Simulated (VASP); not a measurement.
## Input and output of a VASP r²SCAN single-point calculation on Mg$_{2}$Ge (strained antifluorite)

INCAR

```
LCHARG = .FALSE.
METAGGA = R2SCAN
NSW = 0
LASPH = .TRUE.
LREAL = .FALSE.
ISMEAR = 0
ALGO = Normal
NELM = 120
IBRION = -1
EDIFF = 1E-7
ISIF = 2
LWAVE = .FALSE.
SIGMA = 0.01
PREC = Accurate
NBANDS = 16
ENCUT = 520
```

KPOINTS

```
KPOINTS created by Atomic Simulation Environment
0
Gamma
8 8 8
0 0 0
```

KPOINTS_OPT

```
special points
7
Reciprocal
0.0000000000 0.0000000000 0.0000000000 1
0.5000000000 0.0000000000 0.5000000000 1
0.6250000000 0.2500000000 0.6250000000 1
0.3750000000 0.3750000000 0.7500000000 1
0.5000000000 0.5000000000 0.5000000000 1
0.5000000000 0.2500000000 0.7500000000 1
0.0000000000 0.5000000000 0.5000000000 1
```

POSCAR

```
Ge Mg
 1.0000000000000000
     0.0000000000000000    3.3104252870000002    3.3104252870000002
     3.3104252870000002    0.0000000000000000    3.3104252870000002
     3.3104252870000002    3.3104252870000002    0.0000000000000000
 Ge  Mg
   1   2
Cartesian
  0.0000000000000000  0.0000000000000000  0.0000000000000000
  1.6552126435000001  1.6552126435000001  1.6552126435000001
  4.9656379304999998  4.9656379304999998  4.9656379304999998
```

VASP ran with the recommended PBE PAW datasets (18 valence electrons in the cell).

Command

```
mpirun -np 1 vasp_std
```

OSZICAR

```
N       E                     dE             d eps       ncg     rms          rms(c)
DAV:   1     0.719128560804E+02    0.71913E+02   -0.89751E+03   992   0.186E+03
DAV:   2    -0.129798686943E+02   -0.84893E+02   -0.81638E+02  1000   0.421E+02
DAV:   3    -0.246528150042E+02   -0.11673E+02   -0.11631E+02  1168   0.940E+01
DAV:   4    -0.250262618971E+02   -0.37345E+00   -0.37340E+00  1136   0.170E+01
DAV:   5    -0.250348348079E+02   -0.85729E-02   -0.85727E-02  1248   0.283E+00    0.336E+00
DAV:   6    -0.230707571704E+02    0.19641E+01   -0.83055E-01  1056   0.591E+00    0.163E+00
DAV:   7    -0.230609299924E+02    0.98272E-02   -0.33678E-01  1128   0.230E+00    0.695E-01
DAV:   8    -0.230742819684E+02   -0.13352E-01   -0.59690E-02  1200   0.371E+00    0.226E-01
DAV:   9    -0.230726348768E+02    0.16471E-02   -0.21070E-03  1232   0.741E-01    0.105E-01
DAV:  10    -0.230721483347E+02    0.48654E-03   -0.21129E-03  1288   0.760E-01    0.242E-02
DAV:  11    -0.230721453266E+02    0.30081E-05   -0.51492E-05  1208   0.977E-02    0.674E-03
DAV:  12    -0.230721481737E+02   -0.28471E-05   -0.42849E-06  1088   0.158E-02    0.237E-03
DAV:  13    -0.230721473945E+02    0.77921E-06   -0.17276E-07  1104   0.482E-03    0.627E-04
DAV:  14    -0.230721471275E+02    0.26698E-06   -0.33242E-08   624   0.214E-03    0.171E-04
DAV:  15    -0.230721471261E+02    0.14288E-08   -0.52318E-09   568   0.699E-04
   1 F= -.23072147E+02 E0= -.23072147E+02  d E =-.376484E-36
       N       E                     dE             ncg
DAV:   1     0.242043027458E+03   -0.40142E+04      240
DAV:   2    -0.335680863181E+03   -0.57772E+03      240
DAV:   3    -0.411915112408E+03   -0.76234E+02      288
DAV:   4    -0.414082053464E+03   -0.21669E+01      288
DAV:   5    -0.414141980810E+03   -0.59927E-01      312
DAV:   6    -0.414143485197E+03   -0.15044E-02      288
DAV:   7    -0.414143577134E+03   -0.91937E-04      344
DAV:   8    -0.414143579129E+03   -0.19941E-05      288
DAV:   9    -0.414143579256E+03   -0.12699E-06      200
DAV:  10    -0.414143579264E+03   -0.82962E-08      248
```

From OUTCAR

```
k-points           NKPTS =     29   k-points in BZ     NKDIM =     29   number of bands    NBANDS=     16

   NELECT =      18.0000    total number of electrons

   dimension x,y,z NGX =    36 NGY =   36 NGZ =   36
   dimension x,y,z NGXF=    72 NGYF=   72 NGZF=   72

  energy-cutoff  :      520.00
  volume of cell :       72.56
      direct lattice vectors                 reciprocal lattice vectors
     0.000000000  3.310425287  3.310425287    -0.151037996  0.151037996  0.151037996
     3.310425287  0.000000000  3.310425287     0.151037996 -0.151037996  0.151037996
     3.310425287  3.310425287  0.000000000     0.151037996  0.151037996 -0.151037996

 k-points in reciprocal lattice and weights: KPOINTS created by Atomic Simulation Env
   0.00000000  0.00000000  0.00000000       0.002
   0.12500000  0.00000000  0.00000000       0.016
   0.25000000  0.00000000  0.00000000       0.016
   0.37500000  0.00000000  0.00000000       0.016
   0.50000000  0.00000000  0.00000000       0.008
   0.12500000  0.12500000  0.00000000       0.012
   0.25000000  0.12500000  0.00000000       0.047
   0.37500000  0.12500000  0.00000000       0.047
   ...

 E-fermi :   2.8660

 k-point     1 :       0.0000    0.0000    0.0000
  band No.  band energies     occupation
      1     -21.4790      2.00000
      2     -21.4790      2.00000
      3     -21.4790      2.00000
      4     -21.4636      2.00000
      5     -21.4636      2.00000
      6      -6.9025      2.00000
      7       2.7802      2.00000
      8       2.7803      2.00000
      9       2.7803      2.00000
     10       3.7478      0.00000
     11       5.6863      0.00000
     12       5.6863      0.00000
     13       5.6863      0.00000
     14       8.9390      0.00000
     15       9.0355      0.00000
     16       9.0355      0.00000

 k-point     2 :       0.1250    0.0000    0.0000
  band No.  band energies     occupation
      1     -21.4790      2.00000
      2     -21.4789      2.00000
      3     -21.4789      2.00000
      4     -21.4636      2.00000
      5     -21.4636      2.00000
      6      -6.7825      2.00000
      7       1.4764      2.00000
      8       2.6274      2.00000
      9       2.6274      2.00000
     10       4.3919      0.00000
     11       5.9559      0.00000
     12       5.9559      0.00000
     13       6.0900      0.00000
     14       8.3066      0.00000
     15       8.3066      0.00000
     16       9.4368      0.00000

 k-point     3 :       0.2500    0.0000    0.0000
  band No.  band energies     occupation
      1     -21.4789      2.00000
      2     -21.4786      2.00000
      3     -21.4786      2.00000
      4     -21.4635      2.00000
      5     -21.4635      2.00000
      6      -6.4501      2.00000
      7      -0.1106      2.00000
      8       2.3436      2.00000
      9       2.3437      2.00000
     10       4.1949      0.00000
     11       6.1588      0.00000
     12       6.1588      0.00000
     13       7.5498      0.00000
     14       8.2438      0.00000
     15       8.2438      0.00000
     16       8.9013      0.00000

 k-point     4 :       0.3750    0.0000    0.0000
  band No.  band energies     occupation
      1     -21.4788      2.00000
      2     -21.4783      2.00000
      3     -21.4783      2.00000
      4     -21.4635      2.00000
      5     -21.4635      2.00000
      6      -6.0223      2.00000
      7      -1.3407      2.00000
      8       2.1288      2.00000
      9       2.1289      2.00000
     10       3.9083      0.00000
     11       5.8816      0.00000
     12       5.8816      0.00000
     13       8.1182      0.00000
     14       9.4516      0.00000
     15       9.4516      0.00000
     16       9.6134      0.00000

 k-point     5 :       0.5000    0.0000    0.0000
  band No.  band energies     occupation
      1     -21.4788      2.00000
      2     -21.4782      2.00000
      3     -21.4782      2.00000
      4     -21.4635      2.00000
      5     -21.4635      2.00000
      6      -5.7954      2.00000
      7      -1.8414      2.00000
      8       2.0528      2.00000
      9       2.0529      2.00000
     10       3.8028      0.00000
     11       5.7336      0.00000
     12       5.7336      0.00000
     13       7.9731      0.00000
     14      10.9309      0.00000
     15      10.9309      0.00000
     16      10.9527      0.00000

 k-point     6 :       0.1250    0.1250    0.0000
  band No.  band energies     occupation
      1     -21.4791      2.00000
      2     -21.4788      2.00000
      3     -21.4788      2.00000
      4     -21.4637      2.00000
      5     -21.4635      2.00000
      6      -6.7423      2.00000
      7       1.5378      2.00000
      8       2.2959      2.00000
      9       2.2959      2.00000
     10       5.0393      0.00000
     11       5.1319      0.00000
     12       6.4367      0.00000
     13       6.4367      0.00000
     14       7.3816      0.00000
     15       9.2521      0.00000
     16       9.8629      0.00000

 k-point     7 :       0.2500    0.1250    0.0000
  band No.  band energies     occupation
      1     -21.4792      2.00000
      2     -21.4785      2.00000
      3     -21.4785      2.00000
      4     -21.4637      2.00000
      5     -21.4634      2.00000
      6      -6.4792      2.00000
      7       0.3299      2.00000
      8       1.9523      2.00000
      9       1.9623      2.00000
     10       4.9056      0.00000
     11       5.5688      0.00000
     12       6.3768      0.00000
     13       6.9166      0.00000
     14       8.0446      0.00000
     15       9.1514      0.00000
     16       9.9566      0.00000

 k-point     8 :       0.3750    0.1250    0.0000
  band No.  band energies     occupation
      1     -21.4790      2.00000
      2     -21.4783      2.00000
      3     -21.4782      2.00000
      4     -21.4637      2.00000
      5     -21.4633      2.00000
      6      -6.0730      2.00000
      7      -0.9246      2.00000
      8       1.5264      2.00000
      9       1.7689      2.00000
     10       4.6178      0.00000
     11       5.7740      0.00000
     12       6.6787      0.00000
     13       6.8889      0.00000
     14       9.3096      0.00000
     15       9.9418      0.00000
     16      10.0730      0.00000

 k-point     9 :       0.5000    0.1250    0.0000
  band No.  band energies     occupation
      1     -21.4788      2.00000
      2     -21.4783      2.00000
      3     -21.4781      2.00000
      4     -21.4636      2.00000
      5     -21.4634      2.00000
      6      -5.7502      2.00000
      7      -1.6612      2.00000
      8       1.1914      2.00000
      9       1.7923      2.00000
     10       4.4828      0.00000
     11       5.6056      0.00000
     12       6.3021      0.00000
     13       8.3607      0.00000
     14       9.2821      0.00000
     15      10.8801      0.00000
     16      11.0243      0.00000

 k-point    10 :      -0.3750    0.1250    0.0000
  band No.  band energies     occupation
      1     -21.4787      2.00000
      2     -21.4783      2.00000
      3     -21.4782      2.00000
      4     -21.4635      2.00000
      5     -21.4635      2.00000
      6      -5.8285      2.00000
      7      -1.4926      2.00000
      8       1.0630      2.00000
      9       2.0086      2.00000
     10       4.5747      0.00000
     11       5.7189      0.00000
     12       6.1613      0.00000
     13       8.5338      0.00000
     14       9.0681      0.00000
     15       9.7383      0.00000
     16      10.7457      0.00000

 k-point    11 :      -0.2500    0.1250    0.0000
  band No.  band energies     occupation
      1     -21.4789      2.00000
      2     -21.4785      2.00000
      3     -21.4784      2.00000
      4     -21.4636      2.00000
      5     -21.4634      2.00000
      6      -6.2175      2.00000
      7      -0.5339      2.00000
      8       1.2029      2.00000
      9       2.3489      2.00000
     10       4.8287      0.00000
     11       6.0876      0.00000
     12       6.2683      0.00000
     13       7.2851      0.00000
     14       7.6278      0.00000
     15       9.7597      0.00000
     16      10.3175      0.00000

 k-point    12 :      -0.1250    0.1250    0.0000
  band No.  band energies     occupation
      1     -21.4790      2.00000
      2     -21.4788      2.00000
      3     -21.4786      2.00000
      4     -21.4636      2.00000
      5     -21.4635      2.00000
      6      -6.5906      2.00000
      7       0.6730      2.00000
      8       1.7485      2.00000
      9       2.6458      2.00000
     10       4.9282      0.00000
     11       5.9111      0.00000
     12       6.0837      0.00000
     13       6.7878      0.00000
     14       7.4118      0.00000
     15       8.7411      0.00000
     16      10.1771      0.00000

 ...

  Total       -2.4417462     -2.4417462     -2.4417462     -0.0000000     -0.0000000      0.0000000
  in kB      -53.9174988    -53.9174988    -53.9174988     -0.0000000     -0.0000000      0.0000000
  external PRESSURE =     -53.9174988 kB  Pullay stress =       0.0000000 kB

 POSITION                                       TOTAL-FORCE (eV/Angst)
 -----------------------------------------------------------------------------------
      0.00000      0.00000      0.00000        -0.000000      0.000000     -0.000000
      1.65521      1.65521      1.65521         0.000000      0.000000      0.000000
      4.96564      4.96564      4.96564        -0.000000     -0.000000     -0.000000
 -----------------------------------------------------------------------------------
    total drift:                               -0.000000      0.000000      0.000000

  FREE ENERGIE OF THE ION-ELECTRON SYSTEM (eV)
  ---------------------------------------------------
  free  energy   TOTEN  =       -23.0721471261 eV

  energy  without entropy=      -23.0721471261  energy(sigma->0) =      -23.07214713
```

| Property | Result |
| --- | --- |
| gap between bands v and c | 0.51 eV |
| least direct gap | 0.97 eV |
| pressure | -5.4 GPa |

Band v is the last that the valence electrons fill when counted band by band, and c is the next.

The run took about 92 s on one core of a shared host (Intel Xeon Platinum 8488C) and held 0.23 GiB at most.
